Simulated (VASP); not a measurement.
# W (Im-3m) in VASP: a series of runs, part 2 of 2

VASP 6.6.1. Earlier steps stand in the parts before.

**3. Relaxation of cell and atoms, PBE**

This run uses another cell than the first one, of 16.16 Å³/atom, 1.014 times its volume.

The input, INCAR:

```
SYSTEM = W
  PREC = Accurate
  ENCUT = 600
  EDIFF = 1E-6
  ISMEAR = 1
  SIGMA = 0.1
  LREAL = .FALSE.
  LASPH = .TRUE.
  NELM = 120
  ALGO = Normal
  ISIF = 3
  LWAVE = .FALSE.
  LCHARG = .FALSE.
  GGA = PE
  IBRION = 2
  NSW = 80
  EDIFFG = -0.005
  KPAR = 2
```

The input, KPOINTS:

```
regular mesh
0
G
  19 19 19
  0 0 0
```

The input, POSCAR:

```
W                                       
1.0
   -1.5925329894      1.5925329894      1.5925329894
    1.5925329894     -1.5925329894      1.5925329894
    1.5925329894      1.5925329894     -1.5925329894
  W             
     1
Direct
     0.0000000000000000    0.0000000000000000    0.0000000000000000
```

Potentials or basis: VASP PAW PBE potentials, release 64 (W_sv).

Launch:

```console
> cat potpaw_PBE.64/W_sv/POTCAR > POTCAR
> mpirun -np 2 vasp_std > vasp.out
```

OUTCAR:

```text
SYSTEM = W
   PREC = Accurate
   ENCUT = 600
   EDIFF = 1E-6
   ISMEAR = 1
   LREAL = .FALSE.
   LASPH = .TRUE.
   NELM = 120
   ISIF = 3
   GGA = PE
   IBRION = 2
   NSW = 80
   EDIFFG = -0.005

 ion  position               nearest neighbor table
   1  0.000  0.000  0.000-

  LATTYP: Found a body centered cubic cell.
 ALAT       =     3.1850659788

  Lattice vectors:

 A1 = (  -1.5925329894,   1.5925329894,   1.5925329894)
 A2 = (   1.5925329894,  -1.5925329894,   1.5925329894)
 A3 = (   1.5925329894,   1.5925329894,  -1.5925329894)

Analysis of symmetry for initial positions (statically):
=====================================================================
 Subroutine PRICEL returns:
 Original cell was already a primitive cell.

 Routine SETGRP: Setting up the symmetry group for a
 body centered cubic supercell.

 Subroutine GETGRP returns: Found 48 space group operations
 (whereof 48 operations were pure point group operations)
 out of a pool of 48 trial point group operations.

The static configuration has the point symmetry O_h .

Analysis of symmetry for dynamics (positions and initial velocities):
=====================================================================
 Subroutine PRICEL returns:
 Original cell was already a primitive cell.

 Routine SETGRP: Setting up the symmetry group for a
 body centered cubic supercell.

 Subroutine GETGRP returns: Found 48 space group operations
 (whereof 48 operations were pure point group operations)
 out of a pool of 48 trial point group operations.

The dynamic configuration has the point symmetry O_h .

 Subroutine INISYM returns: Found 48 space group operations
 (whereof 48 operations are pure point group operations),
 and found     1 'primitive' translations

----------------------------------------------------------------------------------------

                                     Primitive cell

  volume of cell :      16.1557

  direct lattice vectors                    reciprocal lattice vectors
    -1.592532989  1.592532989  1.592532989     0.000000000  0.313965239  0.313965239
     1.592532989 -1.592532989  1.592532989     0.313965239  0.000000000  0.313965239
     1.592532989  1.592532989 -1.592532989     0.313965239  0.313965239  0.000000000

  length of vectors
     2.758348050  2.758348050  2.758348050     0.444013899  0.444013899  0.444013899

  position of ions in fractional coordinates (direct lattice)
     0.000000000  0.000000000  0.000000000

  ion indices of the primitive-cell ions
   primitive index   ion index
                 1           1

----------------------------------------------------------------------------------------

 KPOINTS: regular mesh

Automatic generation of k-mesh.
 Grid dimensions read from file:
 generate k-points for:   19   19   19

 Generating k-lattice:

  Cartesian coordinates                     Fractional coordinates (reciprocal lattice)
     0.000000000  0.016524486  0.016524486     0.052631579  0.000000000  0.000000000
     0.016524486  0.000000000  0.016524486     0.000000000  0.052631579  0.000000000
[... 43 lines left out ...]
   dimension x,y,z NGX =    24 NGY =   24 NGZ =   24
   dimension x,y,z NGXF=    48 NGYF=   48 NGZF=   48
   ions per type =               1
   NGX,Y,Z   is equivalent  to a cutoff of  14.46, 14.46, 14.46 a.u.
   NGXF,Y,Z  is equivalent  to a cutoff of  28.93, 28.93, 28.93 a.u.
 SYSTEM =  W
   PREC   = accura    normal or accurate (medium, high low for compatibility)
   ISTART =      0    job   : 0-new  1-cont  2-samecut
   ICHARG =      2    charge: 1-file 2-atom 10-const
   ISPIN  =      1    spin polarized calculation?
   LNONCOLLINEAR =      F non collinear calculations
   LSORBIT =      F    spin-orbit coupling
   LASPH  =      T    aspherical Exc in radial PAW
   ENCUT  =  600.0 eV  44.10 Ry    6.64 a.u.   5.51  5.51  5.51*2*pi/ulx,y,z
   NELM   =    120;   NELMIN=  2; NELMDL= -5     # of ELM steps
   EDIFF  = 0.1E-05   stopping-criterion for ELM
   LREAL  =      F    real-space projection
   EDIFFG = -.5E-02   stopping-criterion for IOM
   NSW    =     80    number of steps for IOM
   IBRION =      2    ionic relax: 0-MD 1-quasi-New 2-CG
   NFREE  =      1    steps in history (QN), initial steepest desc. (CG)
   ISIF   =      3    stress and relaxation
   ISYM   =      2    0-nonsym 1-usesym 2-fastsym
   POTIM  = 0.5000    time-step for ionic-motion
   TEBEG  =    0.0;   TEEND  =   0.0 temperature during run
   PSTRESS=    0.0 pullay stress
   NELECT =      14.0000    total number of electrons
   NUPDOWN=      -1.0000    fix difference up-down
   EMIN   =  10.00;   EMAX   =-10.00  energy-range for DOS
   EFERMI =   0.00;   METHOD = LEGACY
   ISMEAR =     1;   SIGMA  =   0.10  broadening in eV -4-tet -1-fermi 0-gaus
   EFERMI_NEDOS =   21; number of points for ismear=-14 and -15
   IALGO  =     38    algorithm
   IMIX   =      4    mixing-type and parameters
     AMIX     =   0.40;   BMIX     =  1.00
     AMIX_MAG =   1.60;   BMIX_MAG =  1.00
  volume/ion in A,a.u.               =      16.16       109.02
  Fermi-wavevector in a.u.,A,eV,Ry     =   1.560783  2.949451 33.144367  2.436042
  Thomas-Fermi vector in A             =   2.663944
   LORBIT       =      0    0 simple, 1 ext, 2 COOP (PROOUT), +10 PAW based schemes
   GGA     = PE    functional components
   LHFCALC =     F    Hartree Fock is set to
   AEXX    =    0.0000 exact exchange contribution
   IVDW    =     0    specifies the selected vdW correction
   LEPSILON=     F    determine dielectric tensor
   LRPA    =     F    only Hartree local field effects (RPA)
 conjugate gradient relaxation of ions
 non-spin polarized calculation
 Methfessel and Paxton  Order N= 1 SIGMA  =   0.10
  energy-cutoff  :      600.00
  volume of cell :       16.16
 maximum number of plane-waves:       559
 NGX is ok and might be reduce to    24
   NGX = 11   NGY = 11   NGZ = 11

--------------------------------------- Ionic step        1  -------------------------------------------

 number of electron      14.0000002 magnetization

 Free energy of the ion-electron system (eV)
  ---------------------------------------------------
  ext. energy  EPLUGINS =         0.00000000
  ---------------------------------------------------
  free energy    TOTEN  =       -12.95615487 eV

  energy without entropy =      -12.95598874  energy(sigma->0) =      -12.95609949

------------------------ aborting loop because EDIFF is reached ----------------------------------------

  FORCE on cell =-STRESS in cart. coord.  units (eV):
  Direction    XX          YY          ZZ          XY          YZ          ZX
  --------------------------------------------------------------------------------------
  -------------------------------------------------------------------------------------
  Total       -0.0053899     -0.0053899     -0.0053899      0.0000000     -0.0000000      0.0000000
  in kB       -0.5345250     -0.5345250     -0.5345250      0.0000000     -0.0000000      0.0000000
  external PRESSURE =      -0.5345250 kB  Pullay stress =       0.0000000 kB
[... 57 lines left out ...]
--------------------------------------- Ionic step        3  -------------------------------------------

 number of electron      14.0000002 magnetization

 Free energy of the ion-electron system (eV)
  ---------------------------------------------------
  ext. energy  EPLUGINS =         0.00000000
  ---------------------------------------------------
  free energy    TOTEN  =       -12.95615511 eV

  energy without entropy =      -12.95599055  energy(sigma->0) =      -12.95610025

 E-fermi :  11.1343     XC(G=0): -13.5333

 val. band max:       11.1189049704   @ k =  -0.3158   0.3684   0.2632
 cond. band min:      11.1457476471   @ k =  -0.3158   0.3158   0.2105
 fundamental gap:      0.0268426767
 Fermi energy:        11.1343225232

 k-point     1 :       0.0000    0.0000    0.0000
  band No.  band energies     occupation
      1     -63.0295      2.00000
      2     -26.6189      2.00000
      3     -26.6189      2.00000
      4     -26.6189      2.00000
      5       1.6402      2.00000
      6       9.9783      2.00000
      7       9.9783      2.00000
      8       9.9783      2.00000
      9      13.3924      0.00000
     10      13.3924      0.00000
     11      25.6462      0.00000
[... 309 lines left out ...]
 k-point    24 :       0.3158    0.1053    0.0000
  band No.  band energies     occupation
      1     -62.9218      2.00000
      2     -27.6298      2.00000
      3     -26.9803      2.00000
      4     -26.6721      2.00000
      5       5.3605      2.00000
      6       8.0526      2.00000
      7       9.6289      2.00000
      8      13.0094     -0.00000
      9      14.1602      0.00000
     10      15.9034      0.00000
     11      23.4661      0.00000

 [... further k-points ...]
[... 5 lines left out ...]
  --------------------------------------------------------------------------------------
  -------------------------------------------------------------------------------------
  Total        0.0034193      0.0034193      0.0034193      0.0000000      0.0000000      0.0000000
  in kB        0.3391565      0.3391565      0.3391565      0.0000000      0.0000000      0.0000000
  external PRESSURE =       0.3391565 kB  Pullay stress =       0.0000000 kB
[... 16 lines left out ...]
  FREE ENERGIE OF THE ION-ELECTRON SYSTEM (eV)
  ---------------------------------------------------
  free  energy   TOTEN  =       -12.9561551086 eV

  energy  without entropy=      -12.9559905468  energy(sigma->0) =      -12.95610025

 reached required accuracy - stopping structural energy minimisation
```

OSZICAR:

```text
N       E                     dE             d eps       ncg     rms          rms(c)
DAV:   1     0.837940564353E+02    0.83794E+02   -0.85269E+03  4840   0.159E+03
DAV:   2    -0.118349755490E+02   -0.95629E+02   -0.92490E+02  5221   0.356E+02
DAV:   3    -0.135795255525E+02   -0.17446E+01   -0.17258E+01  5501   0.464E+01
[... 16 lines left out ...]
       N       E                     dE             d eps       ncg     rms          rms(c)
DAV:   1    -0.129562053098E+02   -0.55527E-04   -0.11542E-03  4999   0.538E-01    0.895E-02
DAV:   2    -0.129561628398E+02    0.42470E-04   -0.64126E-05  4957   0.109E-01    0.201E-02
DAV:   3    -0.129561556804E+02    0.71594E-05   -0.19262E-05  5080   0.579E-02    0.156E-02
DAV:   4    -0.129561551086E+02    0.57181E-06   -0.44093E-07  3062   0.940E-03
   3 F= -.12956155E+02 E0= -.12956100E+02  d E =-.242109E-06
```

CONTCAR:

```text
W
   1.00000000000000
    -1.5924415241986127    1.5924415241986127    1.5924415241986127
     1.5924415241986127   -1.5924415241986127    1.5924415241986127
     1.5924415241986127    1.5924415241986127   -1.5924415241986127
  W
     1
Direct
     0.0000000000000000    0.0000000000000000    0.0000000000000000

  0.00000000E+00  0.00000000E+00  0.00000000E+00
```

Run time: 21 s. Hardware: 2 MPI ranks of Intel Xeon Platinum 8488C (Sapphire Rapids), shared host; peak memory 0.17 GiB.

What came out:

```yaml
Free_energy: -12.9562 eV
Relaxed_volume: 16.15 Å³/atom
Relaxed_cell: a = 2.758 Å, b = 2.758 Å, c = 2.758 Å, α = 109.47°, β = 109.47°, γ = 109.47°
Space_group_after_relaxing_to_0.05_Å: Im-3m (No. 229)
Energy_gained_by_relaxing: 0.0 meV/atom
Ionic_steps: 3
Pressure_after_relaxing: 0.0 GPa
Band_gap_on_the_k_mesh: none (metal or under the smearing width)
```

Final structure:
```xyz
1
Lattice="-1.5924 1.5924 1.5924 1.5924 -1.5924 1.5924 1.5924 1.5924 -1.5924" Properties=species:S:1:pos:R:3 pbc="T T T"
W     0.0000    0.0000    0.0000
```

Spin-orbit coupling is left out, which matters for the levels of W.
